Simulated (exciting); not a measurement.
# HfC (Fm-3m) in exciting: notebook, part 2 of 2

exciting (release sodium).

### Step 3. Density of states, PBEsol, spin-orbit coupling, no magnetisation

File run_exciting.py:

```python
import subprocess
import xml.etree.ElementTree as ET
from ase.io import read
from ase.units import Bohr

atoms = read("POSCAR")
rmt = {'Hf': 2.3, 'C': 1.45}  # bohr
tasks = """
<groundstate do="fromscratch" ngridk="7 7 7" rgkmax="6.5" gmaxvr="14" lmaxapw="10" lmaxmat="10" lmaxvr="8" xctype="GGA_PBE_SOL" stype="Methfessel-Paxton 1" swidth="0.00367493" nempty="24" ValenceRelativity="iora*" epsengy="1e-05" epspot="1e-05" maxscl="60" outputlevel="normal">
  <spin spinorb="true"/>
</groundstate>
<properties>
  <dos nwdos="400" winddos="-0.4 0.4" inttype="tetra" ngrdos="100" nsmdos="0" lmirep="true"/>
</properties>
"""

root = ET.Element("input")
ET.SubElement(root, "title").text = "HfC"
structure = ET.SubElement(root, "structure", speciespath="./", tshift="false")
crystal = ET.SubElement(structure, "crystal", scale="1.0")
for vector in atoms.cell / Bohr:
    ET.SubElement(crystal, "basevect").text = " ".join(f"{x:.12f}" for x in vector)
symbols = atoms.get_chemical_symbols()
for element in dict.fromkeys(symbols):
    species = ET.SubElement(structure, "species", speciesfile=element + ".xml", rmt=str(rmt[element]))
    for symbol, position in zip(symbols, atoms.get_scaled_positions(wrap=False)):
        if symbol == element:
            ET.SubElement(species, "atom", coord=" ".join(f"{x:.12f}" for x in position))
root.extend(ET.fromstring("<tasks>" + tasks + "</tasks>"))
ET.indent(root)
ET.ElementTree(root).write("input.xml")
subprocess.run(["exciting_smp"], check=True)
```

File POSCAR:

```
HfC
1.0
    0.0000000000      2.3250000000      2.3250000000
    2.3250000000      0.0000000000      2.3250000000
    2.3250000000      2.3250000000      0.0000000000
Hf C
1 1
Direct
    0.5000000000      0.5000000000      0.5000000000
    0.0000000000      0.0000000000      0.0000000000
```

Potentials or basis: all-electron LAPW+lo, shipped species files, valence relativity iora*.

Started as:

```bash
$ OMP_NUM_THREADS=1 python run_exciting.py
```

It took 10 min on 1 thread of Arm Neoverse N1, shared host; peak memory 0.19 GiB.

It converged, with:

| Item | Value |
| --- | --- |
| Band gap on the k mesh | none (metal or under the smearing width) |
| All electrons inside the program's atomic spheres | Hf 69.22; C 4.21 (radii Hf 2.3, C 1.45 bohr) |
| Density of states at the Fermi level | 0.32 states/eV per cell |

Levels at points of the mesh, in eV from the Fermi level:
```tsv
k point	band 28	band 29	band 30	band 31	band 32	band 33
(0.00, 0.00, 0.00)	1.15	1.15	1.15	1.21	1.21	1.21
```

States per cell in windows of 1 eV (zero at the Fermi level; states under -8 eV left out):
| from (eV) | total | Hf1 d | C2 p | Hf1 p | Hf1 s | C2 s | Hf1 f |
| --- | --- | --- | --- | --- | --- | --- | --- |
| -8.0 | 0.00 | 0.00 | 0.00 | 0.00 | 0.00 | 0.00 | 0.00 |
| -7.0 | 0.00 | 0.00 | 0.00 | 0.00 | 0.00 | 0.00 | 0.00 |
| -6.0 | 0.25 | 0.03 | 0.04 | 0.00 | 0.02 | 0.00 | 0.00 |
| -5.0 | 0.82 | 0.10 | 0.16 | 0.02 | 0.05 | 0.02 | 0.01 |
| -4.0 | 0.68 | 0.08 | 0.15 | 0.03 | 0.03 | 0.01 | 0.00 |
| -3.0 | 2.82 | 0.57 | 0.66 | 0.10 | 0.01 | 0.01 | 0.01 |
| -2.0 | 1.07 | 0.23 | 0.27 | 0.03 | 0.00 | 0.00 | 0.01 |
| -1.0 | 0.39 | 0.06 | 0.12 | 0.01 | 0.00 | 0.00 | 0.01 |
| 0.0 | 0.32 | 0.07 | 0.08 | 0.01 | 0.00 | 0.00 | 0.01 |
| 1.0 | 0.50 | 0.19 | 0.06 | 0.00 | 0.00 | 0.00 | 0.01 |
| 2.0 | 0.73 | 0.30 | 0.09 | 0.00 | 0.01 | 0.01 | 0.01 |
| 3.0 | 0.81 | 0.40 | 0.08 | 0.00 | 0.01 | 0.01 | 0.01 |
| 4.0 | 1.36 | 0.76 | 0.11 | 0.00 | 0.01 | 0.01 | 0.01 |
| 5.0 | 1.87 | 1.14 | 0.15 | 0.00 | 0.02 | 0.01 | 0.01 |
| 6.0 | 1.31 | 0.83 | 0.09 | 0.01 | 0.02 | 0.02 | 0.01 |
| 7.0 | 0.98 | 0.43 | 0.08 | 0.02 | 0.05 | 0.07 | 0.01 |

Caveat: total energies with spin-orbit coupling aren't reliable in this program, so none is listed and the log's shouldn't be used; the tetrahedron DOS on this energy grid can lose part of the weight of narrow d or f bands.

### Step 4. Equation of state, LDA, 11.81 Å³/atom (volume scaled by 0.94)

File input.xml:

```xml
<input>
  <title>HfC</title>
  <structure speciespath="./" tshift="false">
    <crystal scale="6.0866655664">
      <basevect>0.000000000000 0.707106781184 0.707106781184</basevect>
      <basevect>0.707106781184 0.000000000000 0.707106781184</basevect>
      <basevect>0.707106781184 0.707106781184 0.000000000000</basevect>
    </crystal>
    <species speciesfile="Hf.xml" rmt="2.3">
      <atom coord="0.500000000000 0.500000000000 0.500000000000"/>
    </species>
    <species speciesfile="C.xml" rmt="1.45">
      <atom coord="0.000000000000 0.000000000000 0.000000000000"/>
    </species>
  </structure>
  <groundstate do="fromscratch" ngridk="5 5 5" rgkmax="7.5" gmaxvr="14" lmaxapw="10" lmaxmat="10" lmaxvr="8" xctype="LDA_PW" stype="Fermi Dirac" swidth="0.00499791" nempty="14" ValenceRelativity="iora*" epsengy="1e-05" epspot="1e-05" maxscl="60" outputlevel="normal"/>
</input>
```

Potentials or basis: all-electron LAPW+lo, shipped species files, valence relativity iora*.

Started as:

```bash
$ OMP_NUM_THREADS=1 exciting_smp
```

INFO.OUT:

```text
================================================================================
EXCITING SODIUM started
[... 10 lines left out ...]

 Lattice vectors (cartesian) :
      0.0000000000      4.3039224968      4.3039224968
      4.3039224968      0.0000000000      4.3039224968
      4.3039224968      4.3039224968      0.0000000000

 Reciprocal lattice vectors (cartesian) :
     -0.7299370878      0.7299370878      0.7299370878
      0.7299370878     -0.7299370878      0.7299370878
[... 96 lines left out ...]
 Exchange energy                            :      -297.99436270
 Correlation energy                         :        -7.82420858
[... 346 lines left out ...]
 RMS change in effective potential (target) :  0.590845E-08  ( 0.100000E-04)
 Absolute change in total energy   (target) :  0.181486E-05  ( 0.100000E-04)
 Charge distance                   (target) :  0.101901E-08  ( 0.100000E-04)

++++++++++++++++++++++++++++++++++++++++++++++++++++++++++++++++++++++++++++++++
| Convergency criteria checked for the last 2 iterations                       +
| Convergence targets achieved. Performing final SCF iteration                 +
++++++++++++++++++++++++++++++++++++++++++++++++++++++++++++++++++++++++++++++++
 Total energy                               :    -15126.70381933
 _______________________________________________________________
 Fermi energy                               :         0.46568655
 Kinetic energy                             :     16911.88752293
 Coulomb energy                             :    -31732.59052964
 Exchange energy                            :      -298.17712955
 Correlation energy                         :        -7.82368307

 DOS at Fermi energy (states/Ha/cell)       :        18.16261377

 Electron charges :
     core                                   :        48.00000000
     core leakage                           :         0.00009898
     valence                                :        30.00000000
     interstitial                           :         4.39506130
     charge in muffin-tin spheres :
                  atom     1    Hf          :        69.33943943
                  atom     2     C          :         4.26549927
     total charge in muffin-tins            :        73.60493870
     total charge                           :        78.00000000

++++++++++++++++++++++++++++++++++++++++++++++++++++++++++++++++++++++++++++++++
[... 12 lines left out ...]
| EXCITING SODIUM stopped                                                      =
================================================================================
```

It took 65 s on 1 thread of Arm Neoverse N1, shared host; peak memory 0.12 GiB.

Results:

```
Free energy                                       : -411618.6169 eV
Band gap on the k mesh                            : none (metal or under the smearing width)
All electrons inside the program's atomic spheres : Hf 69.34; C 4.27 (radii Hf 2.3, C 1.45 bohr)
Density of states at the Fermi level              : 0.67 states/eV per cell
```

Caveat: the k mesh is coarse (spacing up to 0.48 Å⁻¹), so the values aren't converged; the log's total energy holds no entropy term; the free energy is that total less TS from the occupations.

### Step 5. Equation of state, LDA, 12.07 Å³/atom (volume scaled by 0.96)

input.xml: that of step 4 with these lines changed.

```diff
@@ -3,6 +3,6 @@
   <structure speciespath="./" tshift="false">
-    <crystal scale="6.0866655664">
-      <basevect>0.000000000000 0.707106781184 0.707106781184</basevect>
-      <basevect>0.707106781184 0.000000000000 0.707106781184</basevect>
-      <basevect>0.707106781184 0.707106781184 0.000000000000</basevect>
+    <crystal scale="6.1295308205">
+      <basevect>0.000000000000 0.707106781188 0.707106781188</basevect>
+      <basevect>0.707106781188 0.000000000000 0.707106781188</basevect>
+      <basevect>0.707106781188 0.707106781188 0.000000000000</basevect>
     </crystal>
```

Started as:

```bash
$ OMP_NUM_THREADS=1 exciting_smp
```

Run time: 71 s. Hardware: 1 thread of Arm Neoverse N1, shared host; peak memory 0.12 GiB.

Results (log left out):

* Free energy: -411618.6190 eV
* Band gap on the k mesh: none (metal or under the smearing width)
* All electrons inside the program's atomic spheres: Hf 69.31; C 4.25 (radii Hf 2.3, C 1.45 bohr)
* Density of states at the Fermi level: 0.68 states/eV per cell

Caveat: the k mesh is coarse (spacing up to 0.47 Å⁻¹), so the values aren't converged; the log's total energy holds no entropy term; the free energy is that total less TS from the occupations.

### Step 6. Equation of state, LDA, 12.32 Å³/atom (volume scaled by 0.98)

input.xml: that of step 5 with these lines changed.

```diff
@@ -3,6 +3,6 @@
   <structure speciespath="./" tshift="false">
-    <crystal scale="6.1295308205">
-      <basevect>0.000000000000 0.707106781188 0.707106781188</basevect>
-      <basevect>0.707106781188 0.000000000000 0.707106781188</basevect>
-      <basevect>0.707106781188 0.707106781188 0.000000000000</basevect>
+    <crystal scale="6.1718047828">
+      <basevect>0.000000000000 0.707106781192 0.707106781192</basevect>
+      <basevect>0.707106781192 0.000000000000 0.707106781192</basevect>
+      <basevect>0.707106781192 0.707106781192 0.000000000000</basevect>
     </crystal>
```

Potentials or basis: all-electron LAPW+lo, shipped species files, valence relativity iora*.

Started as:

```bash
$ OMP_NUM_THREADS=1 exciting_smp
```

Wall time 74 s (1 thread of Arm Neoverse N1, shared host); peak memory 0.12 GiB.

The run converged. Its results:

- Free energy: -411618.6046 eV
- Band gap on the k mesh: none (metal or under the smearing width)
- All electrons inside the program's atomic spheres: Hf 69.27; C 4.24 (radii Hf 2.3, C 1.45 bohr)
- Density of states at the Fermi level: 0.69 states/eV per cell

Caveat: the k mesh is coarse (spacing up to 0.47 Å⁻¹), so the values aren't converged; the log's total energy holds no entropy term; the free energy is that total less TS from the occupations.

### Step 7. Equation of state, LDA, 12.57 Å³/atom

input.xml: that of step 6 with these lines changed.

```diff
@@ -3,6 +3,6 @@
   <structure speciespath="./" tshift="false">
-    <crystal scale="6.1718047828">
-      <basevect>0.000000000000 0.707106781192 0.707106781192</basevect>
-      <basevect>0.707106781192 0.000000000000 0.707106781192</basevect>
-      <basevect>0.707106781192 0.707106781192 0.000000000000</basevect>
+    <crystal scale="6.2135074315">
+      <basevect>0.000000000000 0.707106781185 0.707106781185</basevect>
+      <basevect>0.707106781185 0.000000000000 0.707106781185</basevect>
+      <basevect>0.707106781185 0.707106781185 0.000000000000</basevect>
     </crystal>
```

Started as:

```bash
$ OMP_NUM_THREADS=1 exciting_smp
```

Run time: 77 s. Hardware: 1 thread of Arm Neoverse N1, shared host; peak memory 0.13 GiB.

It converged, with:

```
Free energy                                       : -411618.5757 eV
Band gap on the k mesh                            : none (metal or under the smearing width)
All electrons inside the program's atomic spheres : Hf 69.24; C 4.22 (radii Hf 2.3, C 1.45 bohr)
Density of states at the Fermi level              : 0.68 states/eV per cell
```

Caveat: the k mesh is coarse (spacing up to 0.47 Å⁻¹), so the values aren't converged; the log's total energy holds no entropy term; the free energy is that total less TS from the occupations.

### Step 8. Equation of state, LDA, 12.82 Å³/atom (volume scaled by 1.02)

input.xml: that of step 7 with these lines changed.

```diff
@@ -3,6 +3,6 @@
   <structure speciespath="./" tshift="false">
-    <crystal scale="6.2135074315">
-      <basevect>0.000000000000 0.707106781185 0.707106781185</basevect>
-      <basevect>0.707106781185 0.000000000000 0.707106781185</basevect>
-      <basevect>0.707106781185 0.707106781185 0.000000000000</basevect>
+    <crystal scale="6.2546576865">
+      <basevect>0.000000000000 0.707106781184 0.707106781184</basevect>
+      <basevect>0.707106781184 0.000000000000 0.707106781184</basevect>
+      <basevect>0.707106781184 0.707106781184 0.000000000000</basevect>
     </crystal>
```

Started as:

```bash
$ OMP_NUM_THREADS=1 exciting_smp
```

Run time: 79 s. Hardware: 1 thread of Arm Neoverse N1, shared host; peak memory 0.13 GiB.

It converged, with:

| Property | Result |
| --- | --- |
| Free energy | -411618.5332 eV |
| Band gap on the k mesh | none (metal or under the smearing width) |
| All electrons inside the program's atomic spheres | Hf 69.21; C 4.21 (radii Hf 2.3, C 1.45 bohr) |
| Density of states at the Fermi level | 0.68 states/eV per cell |

Caveat: the k mesh is coarse (spacing up to 0.46 Å⁻¹), so the values aren't converged; the log's total energy holds no entropy term; the free energy is that total less TS from the occupations.

### Step 9. Equation of state, LDA, 13.07 Å³/atom (volume scaled by 1.04)

input.xml: that of step 8 with these lines changed.

```diff
@@ -3,6 +3,6 @@
   <structure speciespath="./" tshift="false">
-    <crystal scale="6.2546576865">
-      <basevect>0.000000000000 0.707106781184 0.707106781184</basevect>
-      <basevect>0.707106781184 0.000000000000 0.707106781184</basevect>
-      <basevect>0.707106781184 0.707106781184 0.000000000000</basevect>
+    <crystal scale="6.295273485">
+      <basevect>0.000000000000 0.707106781182 0.707106781182</basevect>
+      <basevect>0.707106781182 0.000000000000 0.707106781182</basevect>
+      <basevect>0.707106781182 0.707106781182 0.000000000000</basevect>
     </crystal>
```

Potentials or basis: all-electron LAPW+lo, shipped species files, valence relativity iora*.

Started as:

```bash
$ OMP_NUM_THREADS=1 exciting_smp
```

It took 80 s on 1 thread of Arm Neoverse N1, shared host; peak memory 0.13 GiB.

It converged, with:

* Free energy: -411618.4788 eV
* Band gap on the k mesh: none (metal or under the smearing width)
* All electrons inside the program's atomic spheres: Hf 69.19; C 4.20 (radii Hf 2.3, C 1.45 bohr)
* Density of states at the Fermi level: 0.66 states/eV per cell

Caveat: the k mesh is coarse (spacing up to 0.46 Å⁻¹), so the values aren't converged; the log's total energy holds no entropy term; the free energy is that total less TS from the occupations.

### Step 10. Equation of state, LDA, 13.32 Å³/atom (volume scaled by 1.06)

input.xml: that of step 9 with these lines changed.

```diff
@@ -3,6 +3,6 @@
   <structure speciespath="./" tshift="false">
-    <crystal scale="6.295273485">
-      <basevect>0.000000000000 0.707106781182 0.707106781182</basevect>
-      <basevect>0.707106781182 0.000000000000 0.707106781182</basevect>
-      <basevect>0.707106781182 0.707106781182 0.000000000000</basevect>
+    <crystal scale="6.3353718493">
+      <basevect>0.000000000000 0.707106781183 0.707106781183</basevect>
+      <basevect>0.707106781183 0.000000000000 0.707106781183</basevect>
+      <basevect>0.707106781183 0.707106781183 0.000000000000</basevect>
     </crystal>
```

Started as:

```bash
$ OMP_NUM_THREADS=1 exciting_smp
```

Wall time 82 s (1 thread of Arm Neoverse N1, shared host); peak memory 0.13 GiB.

Results (log left out):

- Free energy: -411618.4135 eV
- Band gap on the k mesh: none (metal or under the smearing width)
- All electrons inside the program's atomic spheres: Hf 69.16; C 4.19 (radii Hf 2.3, C 1.45 bohr)
- Density of states at the Fermi level: 0.65 states/eV per cell

Caveat: the k mesh is coarse (spacing up to 0.46 Å⁻¹), so the values aren't converged; the log's total energy holds no entropy term; the free energy is that total less TS from the occupations.

### Step 11. Equation of state, LDA

No new run: the results of the series are fitted here.

What came out:

```
Equilibrium volume                      : 11.97 Å³/atom
Bulk modulus                            : 257 GPa
Pressure derivative of the bulk modulus : 3.8
```

Energy against volume, from the lowest point:
```tsv
volume (Å³/atom)	energy (meV/atom)
11.814	1.03
12.065	0.00
12.317	7.18
12.568	21.62
12.819	42.88
13.071	70.05
13.322	102.73
```

Caveat: the k mesh is coarse (spacing up to 0.47 Å⁻¹), so the values aren't converged. The run has no spin-orbit coupling, so splittings on Hf are missing.

### Step 12. The runs side by side

| task | level | spin | k mesh | smearing | outputlevel | nempty | epsengy | epspot | maxscl | rgkmax | mesh quality | gap on the mesh (eV) |
| --- | --- | --- | --- | --- | --- | --- | --- | --- | --- | --- | --- | --- |
| band structure | LDA | off | 10 × 10 × 10 | fermi-dirac 0.05 eV | low | 14 | 1e-05 Ha | 1e-05 Ha | 60 | 7.5 | not flagged | none |
| density of states | PBEsol | SOC, no magnetisation | 7 × 7 × 7 | methfessel-paxton 0.1 eV | normal | 24 | 1e-05 Ha | 1e-05 Ha | 60 | 6.5 | not flagged | none |
| equation of state | LDA | off | 5 × 5 × 5 | fermi-dirac 0.136 eV | normal | 14 | - | - | - | 7.5 | coarse | - |

Alike in all rows: potentials or basis all-electron LAPW+lo, shipped species files, valence relativity iora*; cell as given.

Caveats: some runs use coarse meshes; the tetrahedron DOS on this energy grid can lose part of the weight of narrow d or f bands (some runs); the free energy is that total less TS from the occupations (some runs); spin-orbit coupling is left out, which moves the levels of the heavy elements (some runs).

Compare energies only between runs with the same functional and basis.
